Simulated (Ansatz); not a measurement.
# C11O: the cost of one run

Program: Ansatz 0.2.0. Level of theory: DFT PBEsol, scalar-relativistic, plane waves, PAW. These are calculated values, not measurements.

A COD entry behind a cell of this session may itself be a prediction, so a difference from it is no test against experiment.

1 further run of the same task is left out (set aside as unsound or not needed).

## 1. The starting structure

It takes space group P3m1 (No. 156, trigonal). Conventional cell: a = 2.499 Å, b = 2.499 Å, c = 28.994 Å, α = 90.00°, β = 90.00°, γ = 120.00°. Around C (site symmetry 3m) lie 3 C at 1.53 Å. C (site symmetry 3m) has 4 C at 1.53 to 1.56 Å as nearest neighbours. C (site symmetry 3m) is surrounded by 4 C at 1.49 to 1.56 Å. C (site symmetry 3m) has 3 C at 1.49 Å as nearest neighbours. Around C (site symmetry 3m) lie 3 C at 1.44 Å. Only part of the 12 independent sites is listed.

Structure file:

```
CELL_PARAMETERS angstrom
2.49881 0.00000 0.00000
-1.24941 2.16404 0.00000
0.00000 0.00000 28.99429
ATOMIC_POSITIONS crystal
C 0.33333 0.66667 0.29316
C 0.66667 0.33333 0.31119
C 0.66667 0.33333 0.36491
C 0.33333 0.66667 0.38294
C 0.33333 0.66667 0.43667
C 0.66667 0.33333 0.44898
C 0.66667 0.33333 0.55350
C 0.33333 0.66667 0.55380
C 0.33333 0.66667 0.68764
C 0.66667 0.33333 0.68765
C 0.66667 0.33333 0.74214
O 0.66667 0.33333 0.78180
```

## 2. CO put at a top C site

File input.yaml:

```yaml
crystal:
  lattice:
    - [2.4988149646, 0.0, 0.0]
    - [-1.2494074823, 2.1640372387, 0.0]
    - [0.0, 0.0, 28.9942861297]
  atoms:
    - { symbol: C, position: [0.3333333333, 0.6666666667, 0.2931612098] }
    - { symbol: C, position: [0.6666666667, 0.3333333333, 0.3111859602] }
    - { symbol: C, position: [0.6666666667, 0.3333333333, 0.3649138935] }
    - { symbol: C, position: [0.3333333333, 0.6666666667, 0.3829386438] }
    - { symbol: C, position: [0.3333333333, 0.6666666667, 0.4366665771] }
    - { symbol: C, position: [0.6666666667, 0.3333333333, 0.4489776095] }
    - { symbol: C, position: [0.6666666667, 0.3333333333, 0.5534986819] }
    - { symbol: C, position: [0.3333333333, 0.6666666667, 0.5537985066] }
    - { symbol: C, position: [0.3333333333, 0.6666666667, 0.6876438218] }
    - { symbol: C, position: [0.6666666667, 0.3333333333, 0.687645433] }
    - { symbol: C, position: [0.6666666667, 0.3333333333, 0.7421389285] }
    - { symbol: O, position: [0.6666666667, 0.3333333333, 0.7818019157] }
basis:
  ecutwfc: 420
kpoints:
  mp_grid: { grid: [12, 12, 1] }
hamiltonian:
  xc: pbesol
scf:
  occupations: { method: gaussian, width: 0.05 }
output:
  forces: true
  eigenvalues: true
  write_density: true
  write_potential: true
  elf: true
  volumetric_format: npy
relax:
  adjacent_minimum: "off"
  f_tol: 0.03
  max_steps: 70
  constraints: [{ sites: [0, 1, 2, 3, 4] }]
efield:
  axis: 3
  dipole_correction: true
  ramp_width: 0.04
```

Started as:

```console
> ansatz run input.yaml --threads 2 --pin off --max-ram 5120MiB --backend cpu --events-out ev --progress --plain --runs-dir out
```

Q: Estimate wall time and peak memory on 2 threads of AMD EPYC 7R43 (Zen 3), shared host.

About 2.8 min, with a peak of 0.46 GiB.
